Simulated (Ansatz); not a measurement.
# Zr2N: the cost of one run

Method: DFT r2SCAN, scalar-relativistic, plane waves, PAW, in Ansatz 0.2.0.

1 further run of the same task is left out (set aside as unsound or not needed).

### 1 The starting structure

The structure is tetragonal, space group P4_2/mnm (No. 136). The conventional cell has a = 5.417 Å, b = 5.417 Å, c = 3.300 Å, α = 90.00°, β = 90.00°, γ = 90.00°. Around Zr (site symmetry m2m) lie 3 N at 2.27 Å. Around N (site symmetry mmm) lie 6 Zr at 2.27 Å.

Coordinates:

```xyz
6
Lattice="5.4171 0.0000 0.0000 0.0000 5.4171 0.0000 0.0000 0.0000 3.3004" Properties=species:S:1:pos:R:3 pbc="T T T"
Zr    1.6065    1.6065    0.0000
Zr    3.8105    3.8105    0.0000
Zr    4.3151    1.1020    1.6502
Zr    1.1020    4.3151    1.6502
N     0.0000    0.0000    0.0000
N     2.7085    2.7085    1.6502
```

It goes back to an entry of the Materials Project, which need not be the stable form.

This cell was relaxed beforehand with the same method: volume 16.14 Å³/atom, gap on the mesh none (metal).

### 2 The undisturbed cell

Contents of input.yaml:

```yaml
crystal:
  lattice:
    - [5.4170524518, 0.0, 0.0]
    - [0.0, 5.4170524518, 0.0]
    - [0.0, 0.0, 3.3004444798]
  atoms:
    - { symbol: Zr, position: [0.2965720821, 0.2965720821, 0.0] }
    - { symbol: Zr, position: [0.7034279179, 0.7034279179, 0.0] }
    - { symbol: Zr, position: [0.7965720821, 0.2034279179, 0.5] }
    - { symbol: Zr, position: [0.2034279179, 0.7965720821, 0.5] }
    - { symbol: "N", position: [0.0, 0.0, 0.0] }
    - { symbol: "N", position: [0.5, 0.5, 0.5] }
basis:
  ecutwfc: 500
kpoints:
  mp_grid: { grid: [6, 6, 10] }
hamiltonian:
  xc: r2scan
scf:
  occupations: { method: gaussian, width: 0.15 }
output:
  forces: true
  stress: true
  eigenvalues: true
```

The run is started by

```bash
ansatz run input.yaml --threads 2 --pin off --max-ram 5120MiB --backend cpu --events-out ev --progress --plain --runs-dir out
```

**Question.** How long does this run take on 2 threads of Intel Xeon 6975P-C (Granite Rapids), shared host, and how much memory does it need?

About 6.6 s, with a peak of 0.68 GiB.
